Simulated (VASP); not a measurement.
Here is a VASP 6.6.1 calculation.

File INCAR:

```
ALGO = Normal
EDIFF = 1E-7
ENCUT = 520
GGA = PS
ISIF = 2
ISMEAR = -1
LASPH = True
LCHARG = False
LREAL = False
LWAVE = False
NBANDS = 34
NELM = 100
PREC = Accurate
SIGMA = 0.05
```

The input KPOINTS:

```
k-points
0
Gamma
  2 2 1
```

Contents of POSCAR:

```
Al12HO
1.0
    5.7275650000      0.0000000000      0.0000000000
    2.8637820000      4.9602170000      0.0000000000
    0.0000000000      0.0000000000     18.6765370000
Al O H
12 1 1
Direct
    0.1666684945      0.1666660955      0.0535431167
    0.6666715499      0.1666660955      0.0535431167
    0.1666709227      0.6666643818      0.0535431167
    0.6666739781      0.6666643818      0.0535431167
   -0.0382600343      0.2770241705      0.1955180449
    0.3648646413      0.3715764855      0.1838670627
   -0.1992321905      0.8968962447      0.1858428037
    0.3498583232      0.7944612101      0.1935315953
    0.0848415083     -0.1237647466      0.4161960004
    0.4713677191      0.1049349252      0.3164130481
    0.0750942806      0.6247307325      0.3066146577
    0.5357107830      0.6068484504      0.3309392957
    1.1055873656     -0.2162606999      0.5033213598
    1.1634031044     -0.3801849798      0.5293486689
```

Potentials or basis: VASP PAW PBE potentials, release 64 (Al, O, H).

Run with:

```console
$ cat potpaw_PBE.64/Al/POTCAR potpaw_PBE.64/O/POTCAR potpaw_PBE.64/H/POTCAR > POTCAR
$ mpirun -np 1 vasp_std > vasp.out
```

Problem. Predict the largest force.

Solution. 1.450 eV/Å.

Problem. What does it give for the band gap on the k mesh?

Solution. None (metal or under the smearing width).

Forces in eV/Å, atoms in the order of the input:
```
Al   0.178  0.002  0.087
Al   0.021  0.001 -0.053
Al   0.113  0.017  0.107
Al  -0.071  0.085  0.477
Al  -0.524  1.161  0.217
Al  -0.414 -1.006 -0.407
Al  -0.070 -0.481 -0.099
Al   0.961  0.691 -0.281
Al   0.113  0.387 -0.045
Al   0.250 -0.175  0.413
Al  -1.325 -0.305 -0.504
Al   0.746 -0.665  0.194
O    0.098  0.743 -0.291
H   -0.075 -0.455  0.186
```

Caveat: the k mesh is coarse (spacing up to 0.63 Å⁻¹), so the values aren't converged; the PAW data sets were made with another functional, which shifts forces and pressure a little; an odd number of electrons without spin polarisation forces a metal; a magnetic or distorted state may lie lower.
